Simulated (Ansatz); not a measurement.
Runs of Ansatz 0.2.0 on Ir. It takes space group Fm-3m (No. 225, cubic). The conventional cell has a = 3.831 Å, b = 3.831 Å, c = 3.831 Å, α = 90.00°, β = 90.00°, γ = 90.00°. Ir (site symmetry m-3m) has 12 Ir at 2.71 Å as nearest neighbours. 

```tsv
task	level	potentials or basis	spin	cell	k mesh	cutoff (eV)	smearing	basis error allowed	mesh quality	gap on the mesh (eV)	pressure (GPa)
band structure	PBE	all-electron LAPW, scalar-relativistic	off	as given	12 × 12 × 12	284	fermi-dirac 0.05 eV	0.001 eV/atom	not flagged	-	11.1
single point	LDA	all-electron LAPW, relativistic spinors	SOC, no magnetisation	as given	9 × 9 × 9	284	methfessel-paxton 0.2 eV	0.001 eV/atom	coarse	none	(b)
elastic constants	PBEsol	all-electron LAPW, scalar-relativistic	off	as given	9 × 9 × 9	306	fermi-dirac 0.05 eV	0.001 eV/atom	coarse	none	-0.8
relaxation of cell and atoms	PBE+D4	all-electron LAPW, scalar-relativistic	off	relaxed	12 × 12 × 12	-	fermi-dirac 0.05 eV	0.001 eV/atom	not flagged	-	0.0
single point	PBE	all-electron LAPW, scalar-relativistic	off	as given	7 × 7 × 7	243	fermi-dirac 0.06 eV	0.004 eV/atom	coarse	none	(a)
single point	PBE	all-electron LAPW, scalar-relativistic	off	as given	12 × 12 × 12	284	gaussian 0.014 eV	0.001 eV/atom	not flagged	none	11.0
```

Problem. Estimate the missing entries.

Solution. (a) 10.3; (b) -6.0.

Caveats: some runs use coarse meshes; the k mesh is thin for a metal, which can move the energy by tens of meV per atom (some runs); spin-orbit coupling is left out, which moves the levels of the heavy elements (some runs); a metal's response needs a denser mesh (some runs); elastic constants of metals need much finer meshes, so these are rough (some runs).

A k mesh can miss the band edges, and rows without SOC leave out spin-orbit coupling on Ir.

A gap of «none» marks a metal or a gap under the smearing width.
